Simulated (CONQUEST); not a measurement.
SnO2 (Cassiterite):

```
Sn O
1.0
     3.18650    0.00000    0.00000
     0.00000    4.73800    0.00000
     0.00000    0.00000    4.73800
Sn O
2 4
Cartesian
  1.5851 2.4140 2.3626
  3.1808 0.0291 0.0463
  1.6109 0.9225 0.9124
  0.0109 3.3129 1.4341
  1.6247 3.8486 3.7522
  3.1471 1.4522 3.2766
```

The cell isn't the ideal one: atoms moved at random, drawn with an rms of 0.05 Å.

Base run:

- Program: CONQUEST 1.3
- Functional: PBE
- Potentials or basis: PseudoDojo NC PBE, SZP, grid cutoff 150 Ha
- k mesh: 8 × 6 × 6
- Occupations: fermi-dirac, width 0.05 eV
- Spin: no spin polarisation

Its results: band gap on the k mesh 0.81 eV, direct; pressure 21.5 GPa; largest force 2.021 eV/Å.

Task: After a change of settings the same cell gave: band gap on the k mesh 0.92 eV, direct; pressure 17.7 GPa; largest force 1.925 eV/Å. Which change was it?
A. potentials or basis from PseudoDojo NC PBE, SZP, grid cutoff 150 Ha to PseudoDojo NC PBE, DZP, grid cutoff 150 Ha
B. potentials or basis from PseudoDojo NC PBE, SZP, grid cutoff 150 Ha to PseudoDojo NC PBE, DZ, grid cutoff 150 Ha
C. potentials or basis from PseudoDojo NC PBE, SZP, grid cutoff 150 Ha to PseudoDojo NC PBE, SZ, grid cutoff 150 Ha

Result: A.

Caveats: spin-orbit coupling is left out, which moves the levels of the heavy elements; the basis of atomic orbitals isn't converged, which shifts pressures, moduli and gaps; the atomic basis is small (some runs).
